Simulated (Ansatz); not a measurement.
# Lattice vibrations of AlP at Γ at 25 GPa

Method: Ansatz, DFT PBEsol, scalar-relativistic, plane waves, PAW. Settings: 420 eV plane-wave cutoff, Γ-centred 10×10×10 mesh, fixed occupations. No spin polarisation. Phonons by linear response, acoustic sum rule imposed.

The cell, relaxed at 25 GPa:
```
CELL_PARAMETERS angstrom
0.00000 2.56370 2.56370
2.56370 0.00000 2.56370
2.56370 2.56370 0.00000
ATOMIC_POSITIONS crystal
Al 0.00000 0.00000 0.00000
P 0.75000 0.75000 0.75000
```

Other phases may be more stable at this pressure.

(1) Is this structure stable against zone-centre distortions?

(2) List the optical modes at Γ without the LO field (i marks imaginary ones).

Answers

(1) Yes, at Γ: no optical mode is imaginary. Strains and other wave vectors aren't tested by this run.

(2)
| frequency (cm⁻¹) | degeneracy | IR intensity of the level ((D/Å)²/amu) |
| --- | --- | --- |
| 546 | 3 | 21.64 |

Cost: 1 run of about 0.23 core-minutes, on AMD EPYC 9R45 (Zen 5) (shared hosts).